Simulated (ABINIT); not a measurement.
# HfC (Fm-3m) in ABINIT: settings compared, part 2 of 2

ABINIT 10.8.3 (patched build).

**4. Single point, PBE**

Contents of run.abi:

```
# Pseudopotentials
pp_dirpath "./"
pseudos "Hf.upf, C.upf"

# Structure
acell 3*1.0
rprim
     0.0000000000     4.3936132398     4.3936132398
     4.3936132398     0.0000000000     4.3936132398
     4.3936132398     4.3936132398     0.0000000000
ntypat 2
znucl 72 6
natom 2
typat 1 2
xred
     0.5000000000     0.5000000000     0.5000000000
     0.0000000000     0.0000000000     0.0000000000

# Plane-wave basis
ecut 62.0

# k points
kptopt 1
ngkpt 8 8 8
nshiftk 1
shiftk 0.0 0.0 0.0

# Exchange and correlation
ixc 11

# Bands and occupations
nband 19
occopt 3
tsmear 0.05 eV

# SCF cycle
nstep 100
tolvrs 1.0e-10

# Output
iomode 3
prtwf 0
prtden 0
prteig 0
prtebands 0
```

Potentials or basis: PseudoDojo NC SR PBE v0.5 stringent.

Launch:

```console
$ mpirun --bind-to none -np 4 abinit run.abi > log 2>&1
```

run.abo:

```text
.Version 10.8.3 of ABINIT
 Symmetries : space group Fm -3 m (#225); Bravais cF (face-center cubic)
================================================================================
 Values of the parameters that define the memory need of the present run
     intxc =       0    ionmov =       0      iscf =       7    lmnmax =       8
     lnmax =       8     mgfft =      48  mpssoang =       4    mqgrid =    3001
     natom =       2  nloc_mem =       1    nspden =       1   nspinor =       1
    nsppol =       1      nsym =      48    n1xccc =    2501    ntypat =       2
    occopt =       3   xclevel =       2
       mpw =        3976          nfft =      110592          nkpt =          29
================================================================================
================================================================================

--------------------------------------------------------------------------------
------------- Echo of variables that govern the present computation ------------
--------------------------------------------------------------------------------
 -outvars: echo values of preprocessed input variables --------
            acell      1.0000000000E+00  1.0000000000E+00  1.0000000000E+00 Bohr
              amu      1.78490000E+02  1.20110000E+01
             ecut      6.20000000E+01 Hartree
              ixc          11
         kptrlatt        8    0    0      0    8    0      0    0    8
          kptrlen      4.97080595E+01
            natom           2
            nband          19
            ngfft          48      48      48
             nkpt          29
            nstep         100
             nsym          48
           ntypat           2
           occopt           3
           prtden           0
        prtebands           0
           prteig           0
            prtwf           0
            rprim      0.0000000000E+00  4.3936132398E+00  4.3936132398E+00
                       4.3936132398E+00  0.0000000000E+00  4.3936132398E+00
                       4.3936132398E+00  4.3936132398E+00  0.0000000000E+00
          spgroup         225
           tolvrs      1.00000000E-10
           tsmear      1.83746611E-03 Hartree
            typat      1  2
           xangst      2.3249999984E+00  2.3249999984E+00  2.3249999984E+00
                       0.0000000000E+00  0.0000000000E+00  0.0000000000E+00
            xcart      4.3936132398E+00  4.3936132398E+00  4.3936132398E+00
                       0.0000000000E+00  0.0000000000E+00  0.0000000000E+00
             xred      5.0000000000E-01  5.0000000000E-01  5.0000000000E-01
                       0.0000000000E+00  0.0000000000E+00  0.0000000000E+00
            znucl       72.00000    6.00000

================================================================================

 chkinp: Checking input parameters for consistency.

================================================================================
== DATASET  1 ==================================================================

--- !DatasetInfo
iteration_state: {dtset: 1, }
dimensions: {natom: 2, nkpt: 29, mband: 19, nsppol: 1, nspinor: 1, nspden: 1, mpw: 3976, }
cutoff_energies: {ecut:  62.0, pawecutdg:  -1.0, }
electrons: {nelect:   3.00000000E+01, charge:   0.00000000E+00, occopt:   3.00000000E+00, tsmear:   1.83746611E-03, }
meta: {optdriver: 0, ionmov: 0, optcell: 0, iscf: 7, paral_kgb: 0, }
...

 Exchange-correlation functional for the present dataset will be:
  GGA: Perdew-Burke-Ernzerhof functional - ixc=11
  J.P.Perdew, K.Burke, M.Ernzerhof, PRL 77, 3865 (1996)

 Real(R)+Recip(G) space primitive vectors, cartesian coordinates (Bohr,Bohr^-1):
 R(1)=  0.0000000  4.3936132  4.3936132  G(1)= -0.1138016  0.1138016  0.1138016
 R(2)=  4.3936132  0.0000000  4.3936132  G(2)=  0.1138016 -0.1138016  0.1138016
[... 60 lines left out ...]
- [  4.3936132,   4.3936132,   0.0000000, ]
lattice_lengths: [   6.21351,    6.21351,    6.21351, ]
lattice_angles: [ 60.000,  60.000,  60.000, ] # degrees, (23, 13, 12)
lattice_volume:   1.6962719E+02
convergence: {deltae:  2.728E-12, res2:  3.892E-11, residm:  9.345E-07, diffor: null, }
etotal    :  -2.90203080E+02
entropy   :   0.00000000E+00
fermie    :   4.79117702E-01
cartesian_stress_tensor: # hartree/bohr^3
- [  3.34018628E-05,   0.00000000E+00,   0.00000000E+00, ]
- [  0.00000000E+00,   3.34018628E-05,   0.00000000E+00, ]
- [  0.00000000E+00,   0.00000000E+00,   3.34018628E-05, ]
pressure_GPa:  -9.8272E-01
xred      :
- [  5.0000E-01,   5.0000E-01,   5.0000E-01, Hf]
- [  0.0000E+00,   0.0000E+00,   0.0000E+00,  C]
cartesian_forces: # hartree/bohr
- [ -0.00000000E+00,  -0.00000000E+00,  -0.00000000E+00, ]
- [ -0.00000000E+00,  -0.00000000E+00,  -0.00000000E+00, ]
force_length_stats: {min:   0.00000000E+00, max:   0.00000000E+00, mean:   0.00000000E+00, }
...

 Integrated electronic density in atomic spheres:
 ------------------------------------------------
 Atom  Sphere_radius  Integrated_density
    1        2.00000         22.28584251
    2        2.00000          3.88543160
================================================================================

 ----iterations are completed or convergence reached----

 Mean square residual over all n,k,spin=   38.911E-10; max=  93.447E-08
 reduced coordinates (array xred) for    2 atoms
       0.500000000000      0.500000000000      0.500000000000
       0.000000000000      0.000000000000      0.000000000000
 rms dE/dt=  0.0000E+00; max dE/dt=  0.0000E+00; dE/dt below (all hartree)
    1       0.000000000000      0.000000000000      0.000000000000
    2       0.000000000000      0.000000000000      0.000000000000

 cartesian coordinates (angstrom) at end:
    1      2.32499999844655     2.32499999844655     2.32499999844655
    2      0.00000000000000     0.00000000000000     0.00000000000000

 cartesian forces (hartree/bohr) at end:
    1     -0.00000000000000    -0.00000000000000    -0.00000000000000
    2     -0.00000000000000    -0.00000000000000    -0.00000000000000
 frms,max,avg= 0.0000000E+00 0.0000000E+00   0.000E+00  0.000E+00  0.000E+00 h/b

 cartesian forces (eV/Angstrom) at end:
    1     -0.00000000000000    -0.00000000000000    -0.00000000000000
    2     -0.00000000000000    -0.00000000000000    -0.00000000000000
 frms,max,avg= 0.0000000E+00 0.0000000E+00   0.000E+00  0.000E+00  0.000E+00 e/A
 length scales=  1.000000000000  1.000000000000  1.000000000000 bohr
              =  0.529177210544  0.529177210544  0.529177210544 angstroms
 Fermi (or HOMO) energy (hartree) =   0.47912   Average Vxc (hartree)=  -0.48387
 Eigenvalues (hartree) for nkpt=  29  k points:
 kpt#   1, nband= 19, wtk=  0.00195, kpt=  0.0000  0.0000  0.0000 (reduced coord)
  -1.76848   -0.60755   -0.60755   -0.60755    0.02813    0.07562    0.07718    0.07718
   0.07718    0.07962    0.07962    0.07962    0.51990    0.51990    0.51990    0.53155
   0.53155    0.53155    0.60530
      occupation numbers for kpt#   1
   2.00000    2.00000    2.00000    2.00000    2.00000    2.00000    2.00000    2.00000
   2.00000    2.00000    2.00000    2.00000    0.00000    0.00000    0.00000    0.00000
   0.00000    0.00000    0.00000
 prteigrs : prtvol=0 or 1, do not print more k-points.

--- !EnergyTerms
iteration_state     : {dtset: 1, }
comment             : Components of total free energy in Hartree
kinetic             :  2.01282419099823E+02
hartree             :  9.27548882286272E+01
xc                  : -4.29946564125434E+01
Ewald energy        : -1.93427869602933E+02
psp_core            :  7.04509388013932E+00
local_psp           : -2.74616165274321E+02
non_local_psp       : -8.02466979210456E+01
internal            : -2.90202988002254E+02
'-kT*entropy'       : -9.19000993319347E-05
total_energy        : -2.90203079902353E+02
total_energy_eV     : -7.89682809699621E+03
band_energy         : -3.62411439693527E+00
...

 Cartesian components of stress tensor (hartree/bohr^3)
  sigma(1 1)=  3.34018628E-05  sigma(3 2)=  0.00000000E+00
  sigma(2 2)=  3.34018628E-05  sigma(3 1)=  0.00000000E+00
  sigma(3 3)=  3.34018628E-05  sigma(2 1)=  0.00000000E+00

-Cartesian components of stress tensor (GPa)         [Pressure= -9.8272E-01 GPa]
- sigma(1 1)=  9.82716733E-01  sigma(3 2)=  0.00000000E+00
- sigma(2 2)=  9.82716733E-01  sigma(3 1)=  0.00000000E+00
- sigma(3 3)=  9.82716733E-01  sigma(2 1)=  0.00000000E+00

== END DATASET(S) ==============================================================
================================================================================

 -outvars: echo values of variables after computation  --------
            acell      1.0000000000E+00  1.0000000000E+00  1.0000000000E+00 Bohr
           etotal     -2.9020307990E+02
            fcart     -0.0000000000E+00 -0.0000000000E+00 -0.0000000000E+00
                      -0.0000000000E+00 -0.0000000000E+00 -0.0000000000E+00
            rprim      0.0000000000E+00  4.3936132398E+00  4.3936132398E+00
                       4.3936132398E+00  0.0000000000E+00  4.3936132398E+00
                       4.3936132398E+00  4.3936132398E+00  0.0000000000E+00
           strten      3.3401862828E-05  3.3401862828E-05  3.3401862828E-05
                       0.0000000000E+00  0.0000000000E+00  0.0000000000E+00
           xangst      2.3249999984E+00  2.3249999984E+00  2.3249999984E+00
                       0.0000000000E+00  0.0000000000E+00  0.0000000000E+00
             xred      5.0000000000E-01  5.0000000000E-01  5.0000000000E-01
                       0.0000000000E+00  0.0000000000E+00  0.0000000000E+00
 Calculation completed.
```

Wall time 38 s (4 MPI ranks of Arm Neoverse V2, shared host); peak memory 0.36 GiB.

Results:

| Item | Value |
| --- | --- |
| Free energy | -7896.8281 eV |
| Pressure | -1.0 GPa |
| Band gap on the k mesh | none (metal or under the smearing width) |
| Valence electrons inside the program's atomic spheres | Hf 22.29; C 3.89 |

The run has no spin-orbit coupling, so splittings on Hf are missing.

**5. Overview**

```csv
task,level,potentials or basis,cell,cutoff (eV),cell freedom (optcell),optimiser (ionmov),cutoff smearing ecutsm (Ha),force stop (Ha/bohr),gap on the mesh (eV),pressure (GPa)
relaxation of cell and atoms,LDA,PseudoDojo NC SR LDA v0.4.1 standard,relaxed,1116,2,2,0.5,2e-05,none,0.0
single point,LDA,PseudoDojo NC SR LDA v0.4.1 standard,cell relaxed,1116,-,-,-,-,none,-0.1
single point,PBE,PseudoDojo NC SR PBE v0.5 stringent,as given,1687,-,-,-,-,none,-1.0
```

Alike in all rows: no spin polarisation; k mesh 8 × 8 × 8; smearing fermi-dirac 0.05 eV.

Absolute energies hang on the potentials; compare differences alone.
